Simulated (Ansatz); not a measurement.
# ScAl3N4 (wurtzite Al12Sc4N16): relaxing cell and atoms and relaxing the atoms, part 2 of 2

The task, for ScAl3N4 (wurtzite Al12Sc4N16): 5 runs in a chain (relaxing cell and atoms and relaxing the atoms).

Ansatz 0.2.0; DFT PBE, scalar-relativistic, plane waves, PAW. Earlier steps stand in the parts before.

## Step 3: Relaxing the atoms

It takes the final geometry of step 2.

Input file input.yaml:

```yaml
crystal:
  lattice:
    - [6.4856201461, -0.0088032824, -0.004556116]
    - [-3.2504339393, 5.6123101646, 0.004556116]
    - [-0.0070686285, 0.0040810745, 10.1583297416]
  atoms:
    - { symbol: Al, position: [0.3371823979, 0.1628176021, 0.750803645] }
    - { symbol: Al, position: [0.1669546886, 0.8308198483, -0.0031931558] }
    - { symbol: Al, position: [0.3281618526, 0.666886094, 0.2456873784] }
    - { symbol: Al, position: [0.1644966953, 0.8310984028, 0.5021917604] }
    - { symbol: Al, position: [0.3373812621, 0.6744225765, 0.7548522848] }
    - { symbol: Al, position: [0.6691801517, 0.3330453114, -0.0031931558] }
    - { symbol: Al, position: [0.833113906, 0.1718381474, 0.2456873784] }
    - { symbol: Al, position: [0.6689015972, 0.3355033047, 0.5021917604] }
    - { symbol: Al, position: [0.8255774235, 0.1626187379, 0.7548522848] }
    - { symbol: Al, position: [0.6660727703, 0.8339272297, 0.0005255137] }
    - { symbol: Al, position: [0.8381444435, 0.6618555565, 0.245832324] }
    - { symbol: Al, position: [0.8333016073, 0.6666983927, 0.7522759929] }
    - { symbol: Sc, position: [0.1661335575, 0.3338664425, -0.0110227665] }
    - { symbol: Sc, position: [0.3373584061, 0.1626415939, 0.2473048655] }
    - { symbol: Sc, position: [0.1624364416, 0.3375635584, 0.5018547283] }
    - { symbol: Sc, position: [0.6658594658, 0.8341405342, 0.4922897257] }
    - { symbol: "N", position: [0.1602073099, 0.3397926901, 0.1976834469] }
    - { symbol: "N", position: [0.3406359341, 0.1593640659, 0.453556837] }
    - { symbol: "N", position: [0.1660271286, 0.3339728714, 0.7138448543] }
    - { symbol: "N", position: [0.3449886905, 0.1550113095, 0.9404478921] }
    - { symbol: "N", position: [0.1568898302, 0.8140719819, 0.1833514388] }
    - { symbol: "N", position: [0.3212648555, 0.6784815406, 0.4330231533] }
    - { symbol: "N", position: [0.1645409164, 0.8301314522, 0.6930922541] }
    - { symbol: "N", position: [0.3456688944, 0.6894735759, 0.9406611494] }
    - { symbol: "N", position: [0.6859280181, 0.3431101698, 0.1833514388] }
    - { symbol: "N", position: [0.8215184594, 0.1787351445, 0.4330231533] }
    - { symbol: "N", position: [0.6698685478, 0.3354590836, 0.6930922541] }
    - { symbol: "N", position: [0.8105264241, 0.1543311056, 0.9406611494] }
    - { symbol: "N", position: [0.6680592865, 0.8319407135, 0.1940217309] }
    - { symbol: "N", position: [0.8435982812, 0.6564017188, 0.436358661] }
    - { symbol: "N", position: [0.6672271952, 0.8327728048, 0.6995828444] }
    - { symbol: "N", position: [0.8327935611, 0.6672064389, 0.9413071778] }
scf:
  occupations: { method: fixed }
output:
  forces: true
  stress: true
  eigenvalues: true
  polarization: { axes: [b3], string_points: 8 }
hamiltonian:
  xc: pbe
kpoints:
  mp_grid: { grid: [4, 4, 3] }
relax:
  f_tol: 0.004
```

Launch:

```
ansatz run input.yaml --threads 8 --pin off --max-ram 20480MiB --backend cpu --events-out ev --progress --plain --runs-dir out
```

Standard output, cut to the lines that bear on the results:

```text
Warning: output.stress: scf.convergence.dr2_threshold = 1.6e-8 eV (the default of a walk held to its f_tol) is looser than the 3.2e-9 eV advised for a printed stress (1e-10 eV for each atom of the cell: 32). What an SCF threshold leaves in a stress goes as its square root, and in the free [...]
Warning: RAYON_NUM_THREADS=8 ignored (pool sized by the plan → 8); use --threads N
[...]
Pseudopotentials: kind: paw
Pseudopotential: Al, paw, valence charge 3, recommended cutoff 420 eV (normal), Al.paw.azcp
Pseudopotential: Sc, paw, valence charge 11, recommended cutoff 420 eV (normal), Sc.paw.azcp
Pseudopotential: N, paw, valence charge 5, recommended cutoff 420 eV (normal), N.paw.azcp
Functional definition: PBE
[...]
Crystal: 32 atoms, lattice volume = 369.465 Å³
Basis set: ecut = 420 eV, 7253 PW (Γ), exchange–correlation on 90×90×144 points (8 copies of the dense FFT grid, shifted against one another)
Bands: 112, of which v1, the nominal top of the filled ones, is band 80 counted from 1 (79 counted from 0)
Symmetry: 2 space group operations
[...]
    - { symbol: N, position: [0.8215184593999998, 0.17873514449999997, 0.4330231533] }
    - { symbol: N, position: [0.6698685478, 0.3354590836, 0.6930922541] }
    - { symbol: N, position: [0.8105264241, 0.15433110559999996, 0.9406611493999999] }
    - { symbol: N, position: [0.6680592865, 0.8319407134999999, 0.19402173089999997] }
    - { symbol: N, position: [0.8435982811999999, 0.6564017188, 0.436358661] }
    - { symbol: N, position: [0.6672271952, 0.8327728048, 0.6995828444] }
    - { symbol: N, position: [0.8327935610999999, 0.6672064388999999, 0.9413071778] }
--- Formal polarisation (Berry phase): one branch of a lattice of values; only differences between neighbouring runs are physical ---
  axis  mesh            electronic          ionic      p = total  spread (rad)  least overlap  resolved gap  δp at fixed H ≤   (phases in cycles; p mod 1; gap in eV; gap and δp judge the states as solved, not the mesh's step, its correction or the SCF's stop)
  b3    4×4×8          -0.47803764    73.16553129    72.68749366      0.153591         0.9901        3.6019           7.0e-6
  quantum along a1:   0.01755409 e/Å² =    28.124756 µC/cm²
  quantum along a2:   0.01755409 e/Å² =    28.124756 µC/cm²
  quantum along a3:   0.02749469 e/Å² =    44.051347 µC/cm²
```

Run time: 63 s. Hardware: 8 threads of Intel Xeon Platinum 8259CL at 2.50GHz (Skylake/Cascade Lake), shared host; peak memory 2.6 GiB.

Relaxation path:

```csv
step,energy from step 1 (eV/cell),largest force component (eV/Å)
1,0.0000,0.0018
2,0.0000,0.0018
```

Step 1 is the start.

## Step 4: Relaxing the atoms

It takes the final geometry of step 3: the cell is strained.

Edit input.yaml of step 3 so:

```diff
@@ -2,5 +2,5 @@
   lattice:
-    - [6.4856201461, -0.0088032824, -0.004556116]
-    - [-3.2504339393, 5.6123101646, 0.004556116]
-    - [-0.0070686285, 0.0040810745, 10.1583297416]
+    - [6.4856201461, -0.0088032824, -0.0045788966]
+    - [-3.2504339393, 5.6123101646, 0.0045788966]
+    - [-0.0070686285, 0.0040810745, 10.2091213903]
   atoms:
```

Launch:

```
ansatz run input.yaml --threads 8 --pin off --max-ram 20480MiB --backend cpu --events-out ev --progress --plain --runs-dir out
```

Standard output, cut to the lines that bear on the results:

```text
Warning: output.stress: scf.convergence.dr2_threshold = 1.6e-8 eV (the default of a walk held to its f_tol) is looser than the 3.2e-9 eV advised for a printed stress (1e-10 eV for each atom of the cell: 32). What an SCF threshold leaves in a stress goes as its square root, and in the free [...]
Warning: RAYON_NUM_THREADS=8 ignored (pool sized by the plan → 8); use --threads N
[...]
[... 5 set-up lines as earlier in the session ...]
[...]
Crystal: 32 atoms, lattice volume = 371.313 Å³
Basis set: ecut = 420 eV, 7275 PW (Γ), exchange–correlation on 90×90×144 points (8 copies of the dense FFT grid, shifted against one another)
Bands: 112, of which v1, the nominal top of the filled ones, is band 80 counted from 1 (79 counted from 0)
[... 1 set-up line as earlier in the session ...]
[...]
    - { symbol: N, position: [0.669937844862238, 0.33542996842777373, 0.6927721986321494] }
    - { symbol: N, position: [0.8108183058895811, 0.15453391834204588, 0.9403720813574852] }
    - { symbol: N, position: [0.6680197773527394, 0.8319802226472606, 0.19346064323238815] }
    - { symbol: N, position: [0.8434382893062669, 0.6565617106937331, 0.4359737473769244] }
    - { symbol: N, position: [0.6672171701869563, 0.8327828298130439, 0.6996625283812384] }
    - { symbol: N, position: [0.8328694605297615, 0.6671305394702384, 0.9410862531710041] }
--- Formal polarisation (Berry phase): one branch of a lattice of values; only differences between neighbouring runs are physical ---
  axis  mesh            electronic          ionic      p = total  spread (rad)  least overlap  resolved gap  δp at fixed H ≤   (phases in cycles; p mod 1; gap in eV; gap and δp judge the states as solved, not the mesh's step, its correction or the SCF's stop)
  b3    4×4×8          -0.46840024    73.17625265    72.70785242      0.154267         0.9902        3.5850           7.3e-6
  quantum along a1:   0.01746676 e/Å² =    27.984832 µC/cm²
  quantum along a2:   0.01746676 e/Å² =    27.984832 µC/cm²
  quantum along a3:   0.02749469 e/Å² =    44.051346 µC/cm²
```

Run time: 88 s. Hardware: 8 threads of Intel Xeon Platinum 8259CL at 2.50GHz (Skylake/Cascade Lake), shared host; peak memory 2.6 GiB.

Step by step:

| step | energy from step 1 (eV/cell) | largest force component (eV/Å) |
| --- | --- | --- |
| 1 | 0.0000 | 0.0792 |
| 2 | -0.0016 | 0.0567 |
| 3 | -0.0029 | 0.0289 |
| 4 | -0.0031 | 0.0049 |
| 5 | -0.0031 | 0.0024 |

Step 1 is the start.

## Step 5: Relaxing the atoms

It takes the final geometry of step 3: the cell is strained.

Edit input.yaml of step 4 so:

```diff
@@ -2,5 +2,5 @@
   lattice:
-    - [6.4856201461, -0.0088032824, -0.0045788966]
-    - [-3.2504339393, 5.6123101646, 0.0045788966]
-    - [-0.0070686285, 0.0040810745, 10.2091213903]
+    - [6.4856201461, -0.0088032824, -0.0045333354]
+    - [-3.2504339393, 5.6123101646, 0.0045333354]
+    - [-0.0070686285, 0.0040810745, 10.1075380929]
   atoms:
```

Launch:

```
ansatz run input.yaml --threads 8 --pin off --max-ram 20480MiB --backend cpu --events-out ev --progress --plain --runs-dir out
```

Standard output, cut to the lines that bear on the results:

```text
Warning: output.stress: scf.convergence.dr2_threshold = 1.6e-8 eV (the default of a walk held to its f_tol) is looser than the 3.2e-9 eV advised for a printed stress (1e-10 eV for each atom of the cell: 32). What an SCF threshold leaves in a stress goes as its square root, and in the free [...]
Warning: RAYON_NUM_THREADS=8 ignored (pool sized by the plan → 8); use --threads N
[...]
[... 5 set-up lines as earlier in the session ...]
[...]
Crystal: 32 atoms, lattice volume = 367.618 Å³
Basis set: ecut = 420 eV, 7165 PW (Γ), exchange–correlation on 90×90×144 points (8 copies of the dense FFT grid, shifted against one another)
Bands: 112, of which v1, the nominal top of the filled ones, is band 80 counted from 1 (79 counted from 0)
[... 1 set-up line as earlier in the session ...]
[...]
    - { symbol: N, position: [0.6697720547535779, 0.33547291696177617, 0.6934378899151715] }
    - { symbol: N, position: [0.8102964222430951, 0.15412479063124132, 0.9409843191025388] }
    - { symbol: N, position: [0.6680941741818616, 0.8319058258181385, 0.19459472096788422] }
    - { symbol: N, position: [0.8437599681785458, 0.6562400318214543, 0.43676293216665524] }
    - { symbol: N, position: [0.6672343451506536, 0.8327656548493464, 0.6995149132985625] }
    - { symbol: N, position: [0.8327150428620129, 0.6672849571379867, 0.941549299960886] }
--- Formal polarisation (Berry phase): one branch of a lattice of values; only differences between neighbouring runs are physical ---
  axis  mesh            electronic          ionic      p = total  spread (rad)  least overlap  resolved gap  δp at fixed H ≤   (phases in cycles; p mod 1; gap in eV; gap and δp judge the states as solved, not the mesh's step, its correction or the SCF's stop)
  b3    4×4×8          -0.48893205    73.15461128    72.66567923      0.152775         0.9901        3.6164           6.9e-6
  quantum along a1:   0.01764230 e/Å² =    28.266086 µC/cm²
  quantum along a2:   0.01764230 e/Å² =    28.266086 µC/cm²
  quantum along a3:   0.02749469 e/Å² =    44.051347 µC/cm²
```

Run time: 85 s. Hardware: 8 threads of Intel Xeon Platinum 8259CL at 2.50GHz (Skylake/Cascade Lake), shared host; peak memory 2.6 GiB.

Step by step:

```csv
step,energy from step 1 (eV/cell),largest force component (eV/Å)
1,0.0000,0.0828
2,-0.0017,0.0600
3,-0.0032,0.0272
4,-0.0033,0.0037
5,-0.0033,0.0038
```

Step 1 is the start.

## Step 6: Relaxing the atoms

It takes the final geometry of step 3: the cell is strained.

Edit input.yaml of step 5 so:

```diff
@@ -2,5 +2,5 @@
   lattice:
-    - [6.4856201461, -0.0088032824, -0.0045333354]
-    - [-3.2504339393, 5.6123101646, 0.0045333354]
-    - [-0.0070686285, 0.0040810745, 10.1075380929]
+    - [6.5180482468, -0.0088472988, -0.004556116]
+    - [-3.266686109, 5.6403717154, 0.004556116]
+    - [-0.0071039716, 0.0041014799, 10.1583297416]
   atoms:
```

Launch:

```
ansatz run input.yaml --threads 8 --pin off --max-ram 20480MiB --backend cpu --events-out ev --progress --plain --runs-dir out
```

Standard output, cut to the lines that bear on the results:

```text
Warning: output.stress: scf.convergence.dr2_threshold = 1.6e-8 eV (the default of a walk held to its f_tol) is looser than the 3.2e-9 eV advised for a printed stress (1e-10 eV for each atom of the cell: 32). What an SCF threshold leaves in a stress goes as its square root, and in the free [...]
Warning: RAYON_NUM_THREADS=8 ignored (pool sized by the plan → 8); use --threads N
[...]
[... 5 set-up lines as earlier in the session ...]
[...]
Crystal: 32 atoms, lattice volume = 373.169 Å³
Basis set: ecut = 420 eV, 7287 PW (Γ), exchange–correlation on 90×90×144 points (8 copies of the dense FFT grid, shifted against one another)
Bands: 112, of which v1, the nominal top of the filled ones, is band 80 counted from 1 (79 counted from 0)
[... 1 set-up line as earlier in the session ...]
[...]
    - { symbol: N, position: [0.6696409845487868, 0.33536009061946503, 0.6932999787723131] }
    - { symbol: N, position: [0.810451116555779, 0.1543618426634132, 0.9408515846536121] }
    - { symbol: N, position: [0.6679819427502969, 0.8320180572497025, 0.19435200183398962] }
    - { symbol: N, position: [0.843679007126318, 0.6563209928736818, 0.4366821388902798] }
    - { symbol: N, position: [0.6671971331840738, 0.8328028668159261, 0.6995446087368553] }
    - { symbol: N, position: [0.8327674169372987, 0.6672325830627011, 0.941473464077912] }
--- Formal polarisation (Berry phase): one branch of a lattice of values; only differences between neighbouring runs are physical ---
  axis  mesh            electronic          ionic      p = total  spread (rad)  least overlap  resolved gap  δp at fixed H ≤   (phases in cycles; p mod 1; gap in eV; gap and δp judge the states as solved, not the mesh's step, its correction or the SCF's stop)
  b3    4×4×8          -0.47904418    73.15358049    72.67453631      0.149508         0.9898        3.5273           7.2e-6
  quantum along a1:   0.01746676 e/Å² =    27.984831 µC/cm²
  quantum along a2:   0.01746676 e/Å² =    27.984831 µC/cm²
  quantum along a3:   0.02722179 e/Å² =    43.614115 µC/cm²
```

Wall time 78 s (8 threads of Intel Xeon Platinum 8259CL at 2.50GHz (Skylake/Cascade Lake), shared host); peak memory 2.6 GiB.

Relaxation path:

| step | energy from step 1 (eV/cell) | largest force component (eV/Å) |
| --- | --- | --- |
| 1 | 0.0000 | 0.0878 |
| 2 | -0.0014 | 0.0450 |
| 3 | -0.0023 | 0.0126 |
| 4 | -0.0024 | 0.0031 |

Step 1 is the start.

## Step 7: Summary of results

The summary covers parts 1 to 2.

| step | volume (Å³/atom) | pressure (GPa) | energy above the lowest (meV/atom) | gap on the mesh (eV) | time |
| --- | --- | --- | --- | --- | --- |
| 2 | 11.55 | 0.0 | 0.0 | 3.59 | 88 s |
| 3 | 11.55 | 0.0 | 0.0 | 3.59 | 63 s |
| 4 | 11.60 | -0.8 | 0.2 | 3.57 | 88 s |
| 5 | 11.49 | 0.8 | 0.2 | 3.61 | 85 s |
| 6 | 11.66 | -1.8 | 0.8 | 3.52 | 78 s |

| quantity | value |
| --- | --- |
| relaxed cell, step 2 (conventional) | a = 11.242 Å, b = 6.470 Å, c = 10.158 Å, α = 90.00°, β = 90.09°, γ = 90.00° |

**Reading.** The values hold for the settings typed; their convergence was not tested in this session.

The gaps are Kohn-Sham values of a semilocal functional, not quasiparticle or optical gaps. Such gaps usually fall short of the measured ones.
